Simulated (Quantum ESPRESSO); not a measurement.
A run of Quantum ESPRESSO 7.5:

The input pw.in:

```
&CONTROL
  calculation = 'scf'
  prefix = 'pwscf'
  outdir = './tmp'
  pseudo_dir = './pseudo'
  tprnfor = .true.
  tstress = .true.
  disk_io = 'low'
/
&SYSTEM
  ibrav = 0
  nat = 2
  ntyp = 1
  ecutwfc = 82
  nbnd = 9
  input_dft = 'rvv10'
  occupations = 'smearing'
  smearing = 'gaussian'
  degauss = 0.01469973
/
&ELECTRONS
  conv_thr = 4d-10
  electron_maxstep = 120
  mixing_beta = 0.5
/
ATOMIC_SPECIES
C     12.0110 C.upf
CELL_PARAMETERS angstrom
   0.0000000000    1.7833700000    1.7833700000
   1.7833700000    0.0000000000    1.7833700000
   1.7833700000    1.7833700000    0.0000000000
ATOMIC_POSITIONS crystal
C      0.7500000000    0.7500000000    0.7500000000
C      0.5000000000    0.5000000000    0.5000000000
K_POINTS automatic
13 13 13 0 0 0
```

relax.in

```
&CONTROL
  calculation = 'vc-relax'
  prefix = 'pwscf'
  outdir = './tmp'
  pseudo_dir = './pseudo'
  tprnfor = .true.
  tstress = .true.
  disk_io = 'low'
  nstep = 40
  forc_conv_thr = 0.0001
  etot_conv_thr = 1d-06
/
&SYSTEM
  ibrav = 0
  nat = 2
  ntyp = 1
  ecutwfc = 82
  nbnd = 9
  input_dft = 'rvv10'
  occupations = 'smearing'
  smearing = 'gaussian'
  degauss = 0.01469973
/
&ELECTRONS
  conv_thr = 4d-10
  electron_maxstep = 120
  mixing_beta = 0.5
/
&IONS
  ion_dynamics = 'bfgs'
/
&CELL
  cell_dynamics = 'bfgs'
  press = 0
  press_conv_thr = 0.2
/
ATOMIC_SPECIES
C     12.0110 C.upf
CELL_PARAMETERS angstrom
   0.0000000000    1.7833700000    1.7833700000
   1.7833700000    0.0000000000    1.7833700000
   1.7833700000    1.7833700000    0.0000000000
ATOMIC_POSITIONS crystal
C      0.7500000000    0.7500000000    0.7500000000
C      0.5000000000    0.5000000000    0.5000000000
K_POINTS automatic
13 13 13 0 0 0
```

The input scf2.in:

```
&CONTROL
  calculation = 'scf'
  prefix = 'pwscf'
  outdir = './tmp'
  pseudo_dir = './pseudo'
  tprnfor = .true.
  tstress = .true.
  disk_io = 'low'
/
&SYSTEM
  ibrav = 0
  nat = 2
  ntyp = 1
  ecutwfc = 82
  nbnd = 9
  input_dft = 'rvv10'
  occupations = 'fixed'
/
&ELECTRONS
  conv_thr = 1d-13
  electron_maxstep = 120
  mixing_beta = 0.5
  startingpot = 'file'
  startingwfc = 'file'
/
ATOMIC_SPECIES
C     12.0110 C.upf
CELL_PARAMETERS angstrom
   0.0000000000    1.7984136096    1.7984136096
   1.7984136096    0.0000000000    1.7984136096
   1.7984136096    1.7984136096    0.0000000000
ATOMIC_POSITIONS crystal
C      0.7500000000    0.7500000000    0.7500000000
C      0.5000000000    0.5000000000    0.5000000000
K_POINTS automatic
13 13 13 0 0 0
```

ph.in

```
phonons of C
&INPUTPH
  prefix = 'pwscf'
  outdir = './tmp'
  tr2_ph = 1d-16
  fildyn = 'dyn'
  niter_ph = 60
  alpha_mix(1) = 0.7
  epsil = .true.
/
0.0000000000 0.0000000000 0.0000000000
```

dynmat.in

```
&INPUT
  fildyn = 'dyn'
  asr = 'crystal'
  lperm = .true.
  filout = 'dynmat.disp'
  fileig = 'dynmat.eig'
/
```

dynmat_lo.in

```
&INPUT
  fildyn = 'dyn'
  asr = 'crystal'
  filout = 'dynmat_lo.disp'
  fileig = 'dynmat_lo.eig'
  q(1) = 0
  q(2) = 0
  q(3) = 1
/
```

Potentials or basis: PseudoDojo 0.4.1 SR PBE standard.

Run with:

```console
$ OMP_NUM_THREADS=1 pw.x -in pw.in > pw.out
$ OMP_NUM_THREADS=1 pw.x -in relax.in > relax.out
$ OMP_NUM_THREADS=1 pw.x -in scf2.in > scf2.out
$ OMP_NUM_THREADS=1 ph.x -in ph.in > ph.out
$ OMP_NUM_THREADS=1 dynmat.x -in dynmat.in > dynmat.out
$ OMP_NUM_THREADS=1 dynmat.x -in dynmat_lo.in > dynmat_lo.out
```

Hardware: 1 thread of Arm Neoverse V2, on a shared host.

Question: How long does it take, and how much memory?

Answer: Run time: 3.5 min on 1 thread of Arm Neoverse V2 (shared host), peak memory 0.1 GiB. Counts: scf iterations 43, k pools 1, bands 9, ion steps 4, k points 84, g dense 7727.
